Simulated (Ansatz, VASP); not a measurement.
**One calculation of Pt, two programs**

```
CELL_PARAMETERS angstrom
0.00000 1.98506 2.08431
1.98506 0.00000 2.08431
1.98506 1.98506 0.00000
ATOMIC_POSITIONS crystal
Pt 0.00000 0.00000 0.00000
```

Change from the starting cell: strain +0.000 along x and y, +0.050 along z, atoms carried along.

Alike in both runs: task single point; functional PBE; k mesh 26 × 26 × 26; occupations gaussian, width 0.15 eV; no spin polarisation.

|  | VASP | Ansatz |
| --- | --- | --- |
| version | VASP 6.6.1 | Ansatz 0.2.0 |
| potentials or method | VASP PAW PBE potentials, release 64 (Pt) | scalar-relativistic, plane waves, PAW |
| plane-wave cutoff (eV) | 520 | 420 |
| valence electrons in the cell | 10 | 18 |

```tsv
	VASP	Ansatz	Ansatz less VASP
gap on the k mesh at the Fermi level (eV)	none	none	-
pressure (GPa)	-10.6	-10.3	+0.38
largest component of the traceless stress (GPa)	2.67	2.70	+0.030
```

A gap of «none» marks a metal or a gap that the smearing closes. The two sets of potentials don't hold the same shells in valence.

Spin-orbit coupling is left out, which matters for the levels of Pt.
